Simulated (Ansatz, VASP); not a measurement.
**Two plane-wave programs on Ti**

```
Ti
1.0
     2.86394    0.00000    0.00000
    -1.43197    2.48024    0.00000
     0.00000    0.00000    4.53493
Ti
2
Direct
  0.33333 0.66667 0.25000
  0.66667 0.33333 0.75000
```

Alike in both runs: functional LDA; k mesh 18 × 18 × 10; occupations gaussian, width 0.1 eV; no spin polarisation.

Ansatz relaxed the structure, and its values are those at the end. VASP's run is a single point on that final structure, the one shown.

|  | VASP | Ansatz |
| --- | --- | --- |
| version | VASP 6.6.1 | Ansatz 0.2.0 |
| potentials or method | VASP PAW LDA potentials, release 64 (Ti_sv) | scalar-relativistic, plane waves, PAW |
| plane-wave cutoff (eV) | 520 | 420 |
| valence electrons in the cell | 24 | 24 |

```tsv
	VASP	Ansatz	Ansatz less VASP
gap on the k mesh at the Fermi level (eV)	none	none	-
pressure (GPa)	-0.4	0.0	+0.44
```

A gap of «none» marks a metal or a gap that the smearing closes.
